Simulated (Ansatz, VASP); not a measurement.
SiC2: VASP beside Ansatz

```
CELL_PARAMETERS angstrom
2.55971 0.00000 0.00000
-1.27986 2.21677 0.00000
0.00000 0.00000 8.91535
ATOMIC_POSITIONS crystal
Si 0.33333 0.66667 0.25000
Si 0.66667 0.33333 0.75000
C 0.33333 0.66667 0.02389
C 0.33333 0.66667 0.47611
C 0.66667 0.33333 0.97611
C 0.66667 0.33333 0.52389
```

Alike in both runs: task single point; functional PBE; k mesh 6 × 6 × 2; occupations gaussian, width 0.1 eV; collinear spin.

```csv
,VASP,Ansatz
version,VASP 6.6.1,Ansatz 0.2.0
potentials or method,"VASP PAW PBE potentials, release 64 (Si, C)","scalar-relativistic, plane waves, PAW"
plane-wave cutoff (eV),520,420
valence electrons in the cell,24,24
```

|  | VASP | Ansatz | Ansatz less VASP |
| --- | --- | --- | --- |
| gap on the k mesh at the Fermi level (eV) | none | none | - |
| pressure (GPa) | 0.2 | 0.0 | -0.19 |
| largest component of the traceless stress (GPa) | 0.09 | 0.01 | -0.075 |
| rms of the force components (eV/Å) | 0.005 | 0.000 | -0.0051 |
| net moment per atom (μB) | 0.00 | 0.00 | 0.000 |

Atom by atom the forces differ by 0.006 eV/Å (rms over components). A gap of «none» marks a metal or a gap that the smearing closes. With one functional, cell and mesh, what is left measures potentials, basis and numerics. Ansatz warned: «filled_band_counts_differ_across_k_points».

Caveats: the k mesh is coarse (spacing up to 0.47 Å⁻¹), so the values aren't converged.
